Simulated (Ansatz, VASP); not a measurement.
One calculation of W, two programs

Contents of POSCAR:

```
W
1.0
   -1.5848038465      1.5848038465      1.5848038465
    1.5848038465     -1.5848038465      1.5848038465
    1.5848038465      1.5848038465     -1.5848038465
W
1
Direct
    0.0000000000      0.0000000000      0.0000000000
```

The input INCAR.step1:

```
PREC = Accurate ; ENCUT = 520
ISMEAR = -1 ; SIGMA = 0.01
LREAL = F ; LASPH = T
NELM = 100 ; NBANDS = 13
GGA = PE ; ALGO = Normal
EDIFF = 1E-4 ; LWAVE = T
LCHARG = F
```

The input INCAR.step2:

```
PREC = Accurate ; ENCUT = 520
EDIFF = 1E-6 ; ISMEAR = -1
SIGMA = 0.01 ; LREAL = F
LASPH = T ; NELM = 100
ALGO = Normal ; ISIF = 2
LWAVE = F ; LCHARG = F
METAGGA = R2SCAN ; LMIXTAU = T
NBANDS = 13 ; ISTART = 1
```

KPOINTS

```
regular mesh
0
Gamma
  14 14 14
```

Input for Ansatz:

```yaml
crystal:
  lattice:
    - [-1.5848038465, 1.5848038465, 1.5848038465]
    - [1.5848038465, -1.5848038465, 1.5848038465]
    - [1.5848038465, 1.5848038465, -1.5848038465]
  atoms:
    - { symbol: W, position: [0.0, 0.0, 0.0] }
hamiltonian:
  xc: r2scan
  pseudopotentials:
    kind: paw
    azcp:
      W: "pseudopotentials/W.paw.azcp"
basis:
  ecutwfc: 500
  fft_grid_basis: typed
kpoints:
  mp_grid: { grid: [14, 14, 14], shift: [0, 0, 0] }
magnetization:
  spin_polarized: false
scf:
  occupations: { method: fermi_dirac, width: 0.01 }
  lower_state_search: "off"
output:
  stress: true
```

Alike in both runs: task single point; functional r2SCAN; k mesh 14 × 14 × 14; occupations fermi-dirac, width 0.01 eV; no spin polarisation.

|  | VASP | Ansatz |
| --- | --- | --- |
| version | VASP 6.6.1 | Ansatz 0.2.0 |
| potentials or method | VASP PAW PBE potentials, release 64 (W_sv) | plane waves (500 eV) with PAW, scalar-relativistic |
| plane-wave cutoff (eV) | 520 | 500 |
| valence electrons in the cell | 14 | 14 |

|  | VASP | Ansatz | Ansatz less VASP |
| --- | --- | --- | --- |
| pressure (GPa) | 1.4 | 0.2 | -1.19 |

Caveats: the PAW data sets were made with another functional, which shifts forces and pressure a little (VASP). The runs have no spin-orbit coupling, so splittings on W are missing.
